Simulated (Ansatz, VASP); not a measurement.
# KI: VASP beside Ansatz

The input INCAR:

```
SYSTEM = KI
ALGO = Normal
EDIFF = 1E-7
ENCUT = 520
ISIF = 2
ISMEAR = 0
LASPH = .TRUE.
LCHARG = .FALSE.
LREAL = .FALSE.
LWAVE = .FALSE.
NBANDS = 15
NELM = 80
PREC = Accurate
SIGMA = 0.05
```

The input KPOINTS:

```
k-points
0
G
  6 6 6
  0 0 0
```

POSCAR

```
KI
1.0
    0.0000000000      3.3835680000      3.5245500000
    3.5245500000      0.0000000000      3.5245500000
    3.5245500000      3.3835680000      0.0000000000
K I
1 1
Direct
    0.0000000000      0.0000000000      0.0000000000
    0.5000000000      0.5000000000      0.5000000000
```

Input for Ansatz:

```yaml
crystal:
  lattice:
    - [0.0, 3.383568, 3.52455]
    - [3.52455, 0.0, 3.52455]
    - [3.52455, 3.383568, 0.0]
  atoms:
    - { symbol: K, position: [0.0, 0.0, 0.0] }
    - { symbol: I, position: [0.5, 0.5, 0.5] }
basis:
  ecutwfc: 420
kpoints:
  mp_grid: { grid: [6, 6, 6] }
hamiltonian:
  xc: lda
scf:
  occupations: { method: gaussian, width: 0.05 }
output:
  forces: true
  stress: true
  eigenvalues: true
```

Change from the starting cell: strain -0.0400 x Voigt [0, 1, 0, 0, 0, 0], atoms carried along.

Alike in both runs: task single point; functional LDA; k mesh 6 × 6 × 6; occupations gaussian, width 0.05 eV; no spin polarisation.

|  | VASP | Ansatz |
| --- | --- | --- |
| version | VASP 6.6.1 | Ansatz 0.2.0 |
| potentials or method | VASP PAW LDA potentials, release 64 (K_sv, I) | scalar-relativistic, plane waves, PAW |
| plane-wave cutoff (eV) | 520 | 420 |
| valence electrons in the cell | 16 | 26 |

```csv
,VASP,Ansatz,Ansatz less VASP
gap on the k mesh at the Fermi level (eV),3.71,3.70,-0.009
least direct gap on the mesh (eV),3.71,3.70,-0.009
pressure (GPa),-0.7,-0.7,-0.04
largest component of the traceless stress (GPa),0.81,0.79,-0.017
```

The two sets of potentials don't hold the same shells in valence.

Caveats: spin-orbit coupling is left out, which moves the levels of the heavy elements.
